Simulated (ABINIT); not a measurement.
# C (Fd-3m) in ABINIT: a series of runs

One crystal, C, is run at these levels: PBE, LDA; tasks: equation of state.

All numbers are computed with ABINIT 10.8.3 (patched build); they aren't measurements. Logs are shortened: lines on timing, memory, paths and dates and some standing lists are left out, and cuts for length are marked. The log counts tension as positive stress, the text compression.

**What was measured.**

“Equation of state of cubic boron nitride at high pressures and temperatures”, 2007, arxiv:cond-mat/0702656 quotes, for a bulk crystal of C: bulk modulus 444.8 ± 0.8 GPa; bulk modulus 442 ± 5 GPa.

How close the calculation comes is told below.

## (1) The structure

The structure is cubic, space group Fd-3m (No. 227). Conventional cell: a = 3.567 Å, b = 3.567 Å, c = 3.567 Å, α = 90.00°, β = 90.00°, γ = 90.00°. C (site symmetry -43m) has 4 C at 1.54 Å as nearest neighbours.

This isn't the form of C at room conditions, which is graphite.

## (2) Equation of state, PBE

run.abi

```
# Datasets: one volume each
ndtset 7
getwfk -1
scalecart1 3*0.9795861087
scalecart2 3*0.9864848297
scalecart3 3*0.9932883884
scalecart4 3*1.0000000000
scalecart5 3*1.0066227096
scalecart6 3*1.0131594038
scalecart7 3*1.0196128224

# Pseudopotentials
pp_dirpath "./"
pseudos "06_C_4_1.2_1.2_pbe_n_v1.0.psp8"

# Structure
acell 3*1.0
rprim
     0.0000000000     3.3700808789     3.3700808789
     3.3700808789     0.0000000000     3.3700808789
     3.3700808789     3.3700808789     0.0000000000
ntypat 1
znucl 6
natom 2
typat 1 1
xred
     0.7500000000     0.7500000000     0.7500000000
     0.5000000000     0.5000000000     0.5000000000

# Plane-wave basis
ecut 33.0

# k points
kptopt 1
ngkpt 13 13 13
nshiftk 1
shiftk 0.0 0.0 0.0

# Exchange and correlation
ixc 11

# Bands and occupations
nband 8
occopt 3
tsmear 0.05 eV

# SCF cycle
nstep 100
tolvrs 1.0e-10

# Output
iomode 3
prtwf 1
prtden 0
prteig 0
prtebands 0
enunit 2
```

Potentials or basis: SPMS NC PBE v1.0.

Launch:

```bash
$ abinit run.abi > log 2>&1
```

run.abo:

```text
.Version 10.8.3 of ABINIT
 DATASET    1 : space group Fd -3 m (#227); Bravais cF (face-center cubic)
================================================================================
 Values of the parameters that define the memory need for DATASET  1.
     intxc =       0    ionmov =       0      iscf =       7    lmnmax =       4
     lnmax =       4     mgfft =      27  mpssoang =       2    mqgrid =    3001
     natom =       2  nloc_mem =       1    nspden =       1   nspinor =       1
    nsppol =       1      nsym =      48    n1xccc =    2501    ntypat =       1
    occopt =       3   xclevel =       2
       mpw =         666          nfft =       19683          nkpt =          84
================================================================================
================================================================================
[... 61 lines left out ...]
 DATASET    7 : space group Fd -3 m (#227); Bravais cF (face-center cubic)
================================================================================
 Values of the parameters that define the memory need for DATASET  7.
     intxc =       0    ionmov =       0      iscf =       7    lmnmax =       4
     lnmax =       4     mgfft =      27  mpssoang =       2    mqgrid =    3001
     natom =       2  nloc_mem =       1    nspden =       1   nspinor =       1
    nsppol =       1      nsym =      48    n1xccc =    2501    ntypat =       1
    occopt =       3   xclevel =       2
       mpw =         748          nfft =       19683          nkpt =          84
================================================================================
================================================================================

--------------------------------------------------------------------------------
------------- Echo of variables that govern the present computation ------------
--------------------------------------------------------------------------------
 -outvars: echo values of preprocessed input variables --------
            acell      1.0000000000E+00  1.0000000000E+00  1.0000000000E+00 Bohr
              amu      1.20110000E+01
             ecut      3.30000000E+01 Hartree
           enunit           2
           getwfk          -1
                       outvar_i_n : Printing only first  50 k-points.
              ixc          11
           jdtset        1    2    3    4    5    6    7
                       outvar_i_n : Printing only first  50 k-points.
         kptrlatt       13    0    0      0   13    0      0    0   13
          kptrlen1     6.06933755E+01
          kptrlen2     6.11208077E+01
          kptrlen3     6.15423438E+01
          kptrlen4     6.19581831E+01
          kptrlen5     6.23685142E+01
          kptrlen6     6.27735159E+01
          kptrlen7     6.31733579E+01
            natom           2
            nband           8
           ndtset           7
            ngfft          27      27      27
             nkpt          84
            nstep         100
             nsym          48
           ntypat           1
                       prtocc : prtvol=0, do not print more k-points.
           occopt           3
           prtden           0
        prtebands           0
           prteig           0
            rprim1     0.0000000000E+00  3.3012844142E+00  3.3012844142E+00
                       3.3012844142E+00  0.0000000000E+00  3.3012844142E+00
                       3.3012844142E+00  3.3012844142E+00  0.0000000000E+00
            rprim2     0.0000000000E+00  3.3245336619E+00  3.3245336619E+00
                       3.3245336619E+00  0.0000000000E+00  3.3245336619E+00
                       3.3245336619E+00  3.3245336619E+00  0.0000000000E+00
            rprim3     0.0000000000E+00  3.3474622050E+00  3.3474622050E+00
                       3.3474622050E+00  0.0000000000E+00  3.3474622050E+00
                       3.3474622050E+00  3.3474622050E+00  0.0000000000E+00
            rprim4     0.0000000000E+00  3.3700808789E+00  3.3700808789E+00
                       3.3700808789E+00  0.0000000000E+00  3.3700808789E+00
                       3.3700808789E+00  3.3700808789E+00  0.0000000000E+00
            rprim5     0.0000000000E+00  3.3923999459E+00  3.3923999459E+00
                       3.3923999459E+00  0.0000000000E+00  3.3923999459E+00
                       3.3923999459E+00  3.3923999459E+00  0.0000000000E+00
            rprim6     0.0000000000E+00  3.4144291340E+00  3.4144291340E+00
                       3.4144291340E+00  0.0000000000E+00  3.4144291340E+00
                       3.4144291340E+00  3.4144291340E+00  0.0000000000E+00
            rprim7     0.0000000000E+00  3.4361776767E+00  3.4361776767E+00
                       3.4361776767E+00  0.0000000000E+00  3.4361776767E+00
                       3.4361776767E+00  3.4361776767E+00  0.0000000000E+00
          spgroup         227
           tolvrs      1.00000000E-10
           tsmear      1.83746611E-03 Hartree
            typat      1  1
                       outvars : Printing only first  50 k-points.
           xangst1     2.6204467163E+00  2.6204467163E+00  2.6204467163E+00
                       1.7469644775E+00  1.7469644775E+00  1.7469644775E+00
           xangst2     2.6389011743E+00  2.6389011743E+00  2.6389011743E+00
                       1.7592674496E+00  1.7592674496E+00  1.7592674496E+00
           xangst3     2.6571010680E+00  2.6571010680E+00  2.6571010680E+00
                       1.7714007120E+00  1.7714007120E+00  1.7714007120E+00
           xangst4     2.6750549982E+00  2.6750549982E+00  2.6750549982E+00
                       1.7833699988E+00  1.7833699988E+00  1.7833699988E+00
           xangst5     2.6927711106E+00  2.6927711106E+00  2.6927711106E+00
                       1.7951807404E+00  1.7951807404E+00  1.7951807404E+00
           xangst6     2.7102571271E+00  2.7102571271E+00  2.7102571271E+00
                       1.8068380847E+00  1.8068380847E+00  1.8068380847E+00
           xangst7     2.7275203768E+00  2.7275203768E+00  2.7275203768E+00
                       1.8183469179E+00  1.8183469179E+00  1.8183469179E+00
            xcart1     4.9519266212E+00  4.9519266212E+00  4.9519266212E+00
                       3.3012844142E+00  3.3012844142E+00  3.3012844142E+00
            xcart2     4.9868004928E+00  4.9868004928E+00  4.9868004928E+00
                       3.3245336619E+00  3.3245336619E+00  3.3245336619E+00
            xcart3     5.0211933075E+00  5.0211933075E+00  5.0211933075E+00
                       3.3474622050E+00  3.3474622050E+00  3.3474622050E+00
            xcart4     5.0551213184E+00  5.0551213184E+00  5.0551213184E+00
                       3.3700808789E+00  3.3700808789E+00  3.3700808789E+00
            xcart5     5.0885999188E+00  5.0885999188E+00  5.0885999188E+00
                       3.3923999459E+00  3.3923999459E+00  3.3923999459E+00
            xcart6     5.1216437010E+00  5.1216437010E+00  5.1216437010E+00
                       3.4144291340E+00  3.4144291340E+00  3.4144291340E+00
            xcart7     5.1542665150E+00  5.1542665150E+00  5.1542665150E+00
                       3.4361776767E+00  3.4361776767E+00  3.4361776767E+00
             xred      7.5000000000E-01  7.5000000000E-01  7.5000000000E-01
                       5.0000000000E-01  5.0000000000E-01  5.0000000000E-01
            znucl        6.00000

================================================================================

 chkinp: Checking input parameters for consistency, jdtset=   1.

 chkinp: Checking input parameters for consistency, jdtset=   2.
[... 33 lines left out ...]
 getcut: wavevector=  0.0000  0.0000  0.0000  ngfft=  27  27  27
         ecut(hartree)=     33.000   => boxcut(ratio)=   2.15673

--- Pseudopotential description ------------------------------------------------
- pspini: atom type   1  psp file is ./06_C_4_1.2_1.2_pbe_n_v1.0.psp8
    8   11    1    4       600   0.00000      pspcod,pspxc,lmax,lloc,mmax,r2well
    5.99000000000000    4.00000000000000    0.00000000000000   rchrg,fchrg,qchrg
     nproj     2     2
     extension_switch     1

   6.92770203E+01                                ecore*ucvol(ha*bohr**3)
--------------------------------------------------------------------------------

================================================================================

--- !BeginCycle
iteration_state: {dtset: 1, }
solver: {iscf: 7, nstep: 100, nline: 4, wfoptalg: 0, }
tolerances: {tolvrs: 1.00E-10, }
...
[... 1037 lines left out ...]
-Cartesian components of stress tensor (GPa)         [Pressure= -2.4381E+01 GPa]
- sigma(1 1)=  2.43809343E+01  sigma(3 2)=  0.00000000E+00
- sigma(2 2)=  2.43809343E+01  sigma(3 1)=  0.00000000E+00
- sigma(3 3)=  2.43809343E+01  sigma(2 1)=  0.00000000E+00

== END DATASET(S) ==============================================================
================================================================================

 -outvars: echo values of variables after computation  --------
            acell      1.0000000000E+00  1.0000000000E+00  1.0000000000E+00 Bohr
           etotal1    -1.2033673328E+01
           etotal2    -1.2035085509E+01
           etotal3    -1.2035972305E+01
           etotal4    -1.2036343314E+01
           etotal5    -1.2036279988E+01
           etotal6    -1.2035788911E+01
           etotal7    -1.2034921547E+01
            fcart1    -2.8674690439E-30  3.1860767154E-31  2.2302537008E-30
                       2.8674690439E-30 -3.1860767154E-31 -2.2302537008E-30
            fcart2    -0.0000000000E+00 -0.0000000000E+00 -0.0000000000E+00
                      -0.0000000000E+00 -0.0000000000E+00 -0.0000000000E+00
            fcart3     4.3989753020E-30  1.8852751294E-30 -5.6558253883E-30
                      -4.3989753020E-30 -1.8852751294E-30  5.6558253883E-30
            fcart4     5.9299693342E-30 -1.0299420423E-29 -3.1210364917E-31
                      -5.9299693342E-30  1.0299420423E-29  3.1210364917E-31
            fcart5    -1.3642212154E-29  2.6044223203E-29 -8.6814077343E-30
                       1.3642212154E-29 -2.6044223203E-29  8.6814077343E-30
[... 38 lines left out ...]
                       0.0000000000E+00  0.0000000000E+00  0.0000000000E+00
           xangst1     2.6204467163E+00  2.6204467163E+00  2.6204467163E+00
                       1.7469644775E+00  1.7469644775E+00  1.7469644775E+00
           xangst2     2.6389011743E+00  2.6389011743E+00  2.6389011743E+00
                       1.7592674496E+00  1.7592674496E+00  1.7592674496E+00
           xangst3     2.6571010680E+00  2.6571010680E+00  2.6571010680E+00
                       1.7714007120E+00  1.7714007120E+00  1.7714007120E+00
           xangst4     2.6750549982E+00  2.6750549982E+00  2.6750549982E+00
                       1.7833699988E+00  1.7833699988E+00  1.7833699988E+00
           xangst5     2.6927711106E+00  2.6927711106E+00  2.6927711106E+00
                       1.7951807404E+00  1.7951807404E+00  1.7951807404E+00
           xangst6     2.7102571271E+00  2.7102571271E+00  2.7102571271E+00
                       1.8068380847E+00  1.8068380847E+00  1.8068380847E+00
           xangst7     2.7275203768E+00  2.7275203768E+00  2.7275203768E+00
                       1.8183469179E+00  1.8183469179E+00  1.8183469179E+00
             xred      7.5000000000E-01  7.5000000000E-01  7.5000000000E-01
                       5.0000000000E-01  5.0000000000E-01  5.0000000000E-01
 Calculation completed.
```

Run time: 51 s. Hardware: 1 thread of Arm Neoverse V2, shared host; peak memory 0.1 GiB.

What came out:

```yaml
Equilibrium_volume: 5.71 Å³/atom
Bulk_modulus: 426 GPa
Pressure_derivative_of_the_bulk_modulus: 3.4
```

Energy against volume, from the lowest point:
```
volume (Å³/atom)  energy (meV/atom)
           5.332              36.33
           5.445              17.11
           5.558               5.05
           5.672               0.00
           5.785               0.86
           5.899               7.54
           6.012              19.34
```

Caveat: the cutoff is too short for stress, so the log's stress isn't used; pressures at fixed basis lie under the slope of the energies.

## (3) Equation of state, LDA

Changes to run.abi since step 2:

```diff
@@ -13,10 +13,10 @@
 pp_dirpath "./"
-pseudos "06_C_4_1.2_1.2_pbe_n_v1.0.psp8"
+pseudos "C.upf"
 
 # Structure
-acell 3*1.0
+acell 3*1.0 Angstrom
 rprim
-     0.0000000000     3.3700808789     3.3700808789
-     3.3700808789     0.0000000000     3.3700808789
-     3.3700808789     3.3700808789     0.0000000000
+     0.0000000000     1.7833700000     1.7833700000
+     1.7833700000     0.0000000000     1.7833700000
+     1.7833700000     1.7833700000     0.0000000000
 ntypat 1
@@ -30,3 +30,3 @@
 # Plane-wave basis
-ecut 33.0
+ecut 41.0
 
@@ -39,3 +39,3 @@
 # Exchange and correlation
-ixc 11
+ixc 7
 
@@ -44,3 +44,3 @@
 occopt 3
-tsmear 0.05 eV
+tsmear 0.00183747
 
@@ -56,2 +56 @@
 prtebands 0
-enunit 2
```

Potentials or basis: PseudoDojo NC SR LDA v0.4.1 standard.

Launch:

```bash
$ abinit run.abi > log 2>&1
```

Run time: 63 s. Hardware: 1 thread of Arm Neoverse V2, shared host; peak memory 0.11 GiB.

Results (log left out):

```yaml
Equilibrium_volume: 5.53 Å³/atom
Bulk_modulus: 465 GPa
Pressure_derivative_of_the_bulk_modulus: 3.7
```

Energy against volume, from the lowest point:
| volume (Å³/atom) | energy (meV/atom) |
| --- | --- |
| 5.332 | 11.28 |
| 5.445 | 2.01 |
| 5.558 | 0.00 |
| 5.672 | 4.62 |
| 5.785 | 15.27 |
| 5.899 | 31.38 |
| 6.012 | 52.46 |

Caveat: pressures at fixed basis lie under the slope of the energies.

## (4) How close it comes

Step 2. Against the measured bulk modulus of C, 444.8 GPa (quoted in “Equation of state of cubic boron nitride at high pressures and temperatures”, 2007, arxiv:cond-mat/0702656), the calculated 426 GPa is off by -4.2 %. 3 values of this kind are on record (442 to 444.8 GPa); this one was drawn at random among those near their median, those with a stated uncertainty first. The fit is for a static lattice scaled at fixed shape and fixed fractional positions. The cell as given is a measured one (5.67 Å³/atom); PBE puts the equilibrium volume +0.7 % from it, thermal expansion not counted.

Step 3. Against the measured bulk modulus of C, 442 GPa (quoted in “Equation of state of cubic boron nitride at high pressures and temperatures”, 2007, arxiv:cond-mat/0702656), the calculated 465 GPa is off by +5.2 %. 3 values of this kind are on record (442 to 444.8 GPa); this one was drawn at random among those near their median, those with a stated uncertainty first. The fit is for a static lattice scaled at fixed shape and fixed fractional positions. The cell as given is a measured one (5.67 Å³/atom); LDA puts the equilibrium volume -2.4 % from it, thermal expansion not counted.
